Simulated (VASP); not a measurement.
# Sb (I4/mmm) in VASP: settings compared, part 2 of 3

VASP 6.6.1. The steps go on from the part before.

### 5 Relaxation of the atoms, r2SCAN (cell strained at random at fixed volume)

The input, INCAR:

```
SYSTEM = Sb
PREC     = Accurate       ! precision mode
ENCUT    = 520            ! plane-wave cutoff, eV
EDIFF    = 1E-7           ! SCF threshold, eV
ISMEAR   = 0              ! smearing method
SIGMA    = 0.05           ! smearing width, eV
LREAL    = .FALSE.        ! projectors in reciprocal space
LASPH    = .TRUE.         ! aspherical terms in the spheres
NELM     = 100            ! most SCF steps
ALGO     = Normal         ! electronic algorithm
ISIF     = 2              ! what is computed and relaxed
LWAVE    = .FALSE.        ! write WAVECAR
LCHARG   = .FALSE.        ! write CHGCAR
METAGGA  = R2SCAN         ! meta-GGA
LMIXTAU  = .TRUE.       
IBRION   = 2              ! ionic algorithm
NSW      = 40             ! ionic steps
EDIFFG   = -0.02          ! ionic threshold
```

The input, KPOINTS:

```
Automatic mesh
0
G
  9 9 9
  0 0 0
```

The input, POSCAR:

```
Sb
1.0
   -1.5182150000      1.6127730000      2.7269210000
    1.6113560000     -1.6504040000      2.8029420000
    1.4466240000      1.5788130000     -2.7487970000
Sb
1
Direct
   -0.0027470000     -0.0016110000     -0.0030110000
```

Potentials or basis: VASP PAW PBE potentials, release 64 (Sb).

Command:

```
$ cat potpaw_PBE.64/Sb/POTCAR > POTCAR
$ mpirun -np 1 vasp_std > vasp.out
```

OUTCAR:

```text
SYSTEM = Sb
   PREC = Accurate
   ENCUT = 520
   EDIFF = 1E-7
   ISMEAR = 0
   LREAL = .FALSE.
   LASPH = .TRUE.
   NELM = 100
   ISIF = 2
   METAGGA = R2SCAN
   IBRION = 2
   NSW = 40
   EDIFFG = -0.02

 ion  position               nearest neighbor table
   1  0.997  0.998  0.997-

  LATTYP: Found a triclinic cell.
 ALAT       =     8.5256313695
 B/A-ratio  =     0.7444740066
 C/A-ratio  =     0.8219740101
 COS(alpha) =     0.0010620714
 COS(beta)  =     0.3572749812
 COS(gamma) =     0.9316681050

  Lattice vectors:

 A1 = (  -1.4250740000,   1.5751420000,   8.2567840000)
 A2 = (   0.0215500000,   3.1539550000,   5.5079870000)
 A3 = (  -4.4330130000,  -4.6988080000,   2.7165280000)

Analysis of symmetry for initial positions (statically):
=====================================================================
 Subroutine PRICEL returns:
 Original cell was already a primitive cell.

 Routine SETGRP: Setting up the symmetry group for a
 triclinic supercell.

 Subroutine GETGRP returns: Found  2 space group operations
 (whereof  1 operations were pure point group operations)
 out of a pool of  2 trial point group operations.

The static configuration has the point symmetry C_1 .
 The point group associated with its full space group is S_2 .

Analysis of symmetry for dynamics (positions and initial velocities):
=====================================================================
 Subroutine PRICEL returns:
 Original cell was already a primitive cell.

 Routine SETGRP: Setting up the symmetry group for a
 triclinic supercell.

 Subroutine GETGRP returns: Found  2 space group operations
 (whereof  1 operations were pure point group operations)
 out of a pool of  2 trial point group operations.

The dynamic configuration has the point symmetry C_1 .
 The point group associated with its full space group is S_2 .

 Subroutine INISYM returns: Found  2 space group operations
 (whereof  1 operations are pure point group operations),
 and found     1 'primitive' translations

----------------------------------------------------------------------------------------

                                     Primitive cell

  volume of cell :      26.9619

  direct lattice vectors                    reciprocal lattice vectors
    -1.518215000  1.612773000  2.726921000     0.004128212  0.314670149  0.182908120
     1.611356000 -1.650404000  2.802942000     0.324105335  0.008472540  0.175434967
     1.446624000  1.578813000 -2.748797000     0.334584825  0.320805310 -0.003452408

  length of vectors
     3.513134167  3.629984212  3.484430575     0.363991380  0.368637328  0.463546083

  position of ions in fractional coordinates (direct lattice)
     0.997253000  0.998389000  0.996989000

  ion indices of the primitive-cell ions
   primitive index   ion index
                 1           1

----------------------------------------------------------------------------------------

 KPOINTS: Automatic mesh

Automatic generation of k-mesh.
 Grid dimensions read from file:
 generate k-points for:    9    9    9

 Generating k-lattice:

  Cartesian coordinates                     Fractional coordinates (reciprocal lattice)
     0.000458690  0.034963350  0.020323124     0.111111111  0.000000000 -0.000000000
     0.036011704  0.000941393  0.019492774     0.000000000  0.111111111 -0.000000000
     0.037176092  0.035645034 -0.000383601    -0.000000000  0.000000000  0.111111111

  Length of vectors
     0.040443487  0.040959703  0.051505120

  Shift w.r.t. Gamma in fractional coordinates (k-lattice)
     0.000000000  0.000000000  0.000000000

 Subroutine IBZKPT returns following result:
 ===========================================

 Found    365 irreducible k-points:

 Following reciprocal coordinates:
            Coordinates               Weight
  0.000000  0.000000  0.000000      1.000000
  0.111111  0.000000  0.000000      2.000000
  0.222222  0.000000  0.000000      2.000000
  0.333333  0.000000  0.000000      2.000000
  0.444444  0.000000  0.000000      2.000000
  0.000000  0.111111  0.000000      2.000000
[... 16 lines left out ...]
 -0.111111  0.222222  0.000000      2.000000
  0.000000  0.333333  0.000000      2.000000
 [... further k-points ...]
   k-points           NKPTS =    365   k-points in BZ     NKDIM =    365   number of bands    NBANDS=      6
   number of dos      NEDOS =    301   number of ions     NIONS =      1
   total plane-waves  NPLWV =  21952
   dimension x,y,z NGX =    28 NGY =   28 NGZ =   28
   dimension x,y,z NGXF=    56 NGYF=   56 NGZF=   56
   ions per type =               1
   NGX,Y,Z   is equivalent  to a cutoff of  13.25, 12.82, 13.36 a.u.
   NGXF,Y,Z  is equivalent  to a cutoff of  26.50, 25.65, 26.72 a.u.
 SYSTEM =  Sb
   PREC   = accura    normal or accurate (medium, high low for compatibility)
   ISTART =      0    job   : 0-new  1-cont  2-samecut
   ICHARG =      2    charge: 1-file 2-atom 10-const
   ISPIN  =      1    spin polarized calculation?
   LNONCOLLINEAR =      F non collinear calculations
   LSORBIT =      F    spin-orbit coupling
   LASPH  =      T    aspherical Exc in radial PAW
   ENCUT  =  520.0 eV  38.22 Ry    6.18 a.u.   6.53  6.75  6.48*2*pi/ulx,y,z
   NELM   =    100;   NELMIN=  2; NELMDL= -5     # of ELM steps
   EDIFF  = 0.1E-06   stopping-criterion for ELM
   LREAL  =      F    real-space projection
   EDIFFG = -.2E-01   stopping-criterion for IOM
   NSW    =     40    number of steps for IOM
   IBRION =      2    ionic relax: 0-MD 1-quasi-New 2-CG
   NFREE  =      1    steps in history (QN), initial steepest desc. (CG)
   ISIF   =      2    stress and relaxation
   ISYM   =      2    0-nonsym 1-usesym 2-fastsym
   POTIM  = 0.5000    time-step for ionic-motion
   TEBEG  =    0.0;   TEEND  =   0.0 temperature during run
   PSTRESS=    0.0 pullay stress
   NELECT =       5.0000    total number of electrons
   NUPDOWN=      -1.0000    fix difference up-down
   EMIN   =  10.00;   EMAX   =-10.00  energy-range for DOS
   EFERMI =   0.00;   METHOD = LEGACY
   ISMEAR =     0;   SIGMA  =   0.05  broadening in eV -4-tet -1-fermi 0-gaus
   EFERMI_NEDOS =   21; number of points for ismear=-14 and -15
   IALGO  =     38    algorithm
   IMIX   =      4    mixing-type and parameters
     AMIX     =   0.40;   BMIX     =  1.00
     AMIX_MAG =   1.60;   BMIX_MAG =  1.00
  volume/ion in A,a.u.               =      26.96       181.95
  Fermi-wavevector in a.u.,A,eV,Ry     =   0.933573  1.764197 11.858269  0.871558
  Thomas-Fermi vector in A             =   2.060288
   LORBIT       =      0    0 simple, 1 ext, 2 COOP (PROOUT), +10 PAW based schemes
   METAGGA = R2SCAN    functional components
   LHFCALC =     F    Hartree Fock is set to
   AEXX    =    0.0000 exact exchange contribution
   IVDW    =     0    specifies the selected vdW correction
   LEPSILON=     F    determine dielectric tensor
   LRPA    =     F    only Hartree local field effects (RPA)
 conjugate gradient relaxation of ions
 non-spin polarized calculation
 Gauss-broadening in eV      SIGMA  =   0.05
  energy-cutoff  :      520.00
  volume of cell :       26.96
 maximum number of plane-waves:       738
 NGX is ok and might be reduce to    28
   NGX = 13   NGY = 13   NGZ = 13

 number of electron       5.0000000 magnetization

 Free energy of the ion-electron system (eV)
  ---------------------------------------------------
  ext. energy  EPLUGINS =         0.00000000
  ---------------------------------------------------
  free energy    TOTEN  =       -25.28242172 eV

  energy without entropy =      -25.28185096  energy(sigma->0) =      -25.28213634

 E-fermi :   8.4452     XC(G=0): -10.7662

 val. band max:        8.4072345075   @ k =  -0.3333  -0.2222   0.4444
 cond. band min:       8.4465114444   @ k =  -0.4444  -0.1111   0.3333
 fundamental gap:      0.0392769369
 Fermi energy:         8.4451778305

 k-point     1 :       0.0000    0.0000    0.0000
  band No.  band energies     occupation
      1      -5.1414      2.00000
      2      12.9730      0.00000
      3      13.6366      0.00000
      4      14.8814      0.00000
      5      17.9736      0.00000
      6      19.0731      0.00000
[... 199 lines left out ...]
 k-point    24 :       0.0000    0.3333    0.0000
  band No.  band energies     occupation
      1      -2.8057      2.00000
      2       5.3720      2.00000
      3      11.0354      0.00000
      4      13.9552      0.00000
      5      15.7775      0.00000
      6      18.4849      0.00000

 [... further k-points ...]

------------------------ aborting loop because EDIFF is reached ----------------------------------------

  FORCE on cell =-STRESS in cart. coord.  units (eV):
  Direction    XX          YY          ZZ          XY          YZ          ZX
  --------------------------------------------------------------------------------------
  -------------------------------------------------------------------------------------
  Total        0.6879200     -0.3371742      0.5612518     -0.1034140     -0.1033802      0.2216103
  in kB       40.8788466    -20.0361834     33.3517363     -6.1452538     -6.1432479     13.1689347
  external PRESSURE =      18.0647998 kB  Pullay stress =       0.0000000 kB

 VOLUME and BASIS-vectors are now :
 -----------------------------------------------------------------------------
  energy-cutoff  :      520.00
  volume of cell :       26.96
      direct lattice vectors                 reciprocal lattice vectors
    -1.518215000  1.612773000  2.726921000     0.004128212  0.314670149  0.182908120
     1.611356000 -1.650404000  2.802942000     0.324105335  0.008472540  0.175434967
     1.446624000  1.578813000 -2.748797000     0.334584825  0.320805310 -0.003452408

 POSITION                                       TOTAL-FORCE (eV/Angst)
 -----------------------------------------------------------------------------------
      1.53698      1.53466      2.77734        -0.000000     -0.000000      0.000000
 -----------------------------------------------------------------------------------
    total drift:                                0.000000     -0.000000     -0.000000

  FREE ENERGIE OF THE ION-ELECTRON SYSTEM (eV)
  ---------------------------------------------------
  free  energy   TOTEN  =       -25.2824217164 eV

  energy  without entropy=      -25.2818509582  energy(sigma->0) =      -25.28213634

 reached required accuracy - stopping structural energy minimisation
```

Wall time 4 min (1 thread of Intel Xeon Platinum 8488C (Sapphire Rapids), shared host); peak memory 0.22 GiB.

Results:

* Free energy: -25.2824 eV
* Pressure after relaxing: 1.8 GPa
* Band gap on the k mesh: none (metal or under the smearing width)

Final structure:
```cif
data_structure
_symmetry_space_group_name_H-M 'P 1'
_symmetry_Int_Tables_number 1
_cell_length_a 3.5131
_cell_length_b 3.6300
_cell_length_c 3.4844
_cell_angle_alpha 129.114
_cell_angle_beta 125.714
_cell_angle_gamma 78.533
_cell_volume 26.96
loop_
_atom_site_label
_atom_site_type_symbol
_atom_site_fract_x
_atom_site_fract_y
_atom_site_fract_z
_atom_site_occupancy
Sb1 Sb 0.99725 0.99839 0.99699 1
```

Caveat: the relaxation stopped at its first step, so nothing moved; the PAW data sets were made with another functional, which shifts forces and pressure a little.

(Part 2 of 3 ends here.)
